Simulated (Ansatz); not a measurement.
# Relaxing As

These are results of DFT PBE, scalar-relativistic, plane waves, PAW in Ansatz, not measurements. Cutoff 420 eV, Γ-centred k mesh, Gaussian smearing, no spin polarisation in the final step.

A relaxed cell is given with its space group left out.

```yaml
crystal:
  lattice:
    - [3.61164, 0.00000, 0.00000]
    - [-1.80582, 3.12778, 0.00000]
    - [0.00000, 0.00000, 5.40729]
  atoms:
    - { symbol: As, position: [0.33333, 0.66667, 0.87152] }
    - { symbol: As, position: [0.66667, 0.33333, 0.12848] }
```

(1) What space group does it have?

(2) Is it a metal?

Answers

(1) P-3m1 (No. 164). Conventional cell: a = 3.612 Å, c = 5.407 Å. As has 3 As at 2.51 Å.

(2) No, the gap on the 9×9×6 mesh is 0.80 eV.

The final run used a 9×9×6 mesh on its 2-atom cell and 0.02 eV smearing. Weakly bound directions are ill-defined at this level, which has no dispersion term. The cell came from a trial start, so As may not exist in this structure.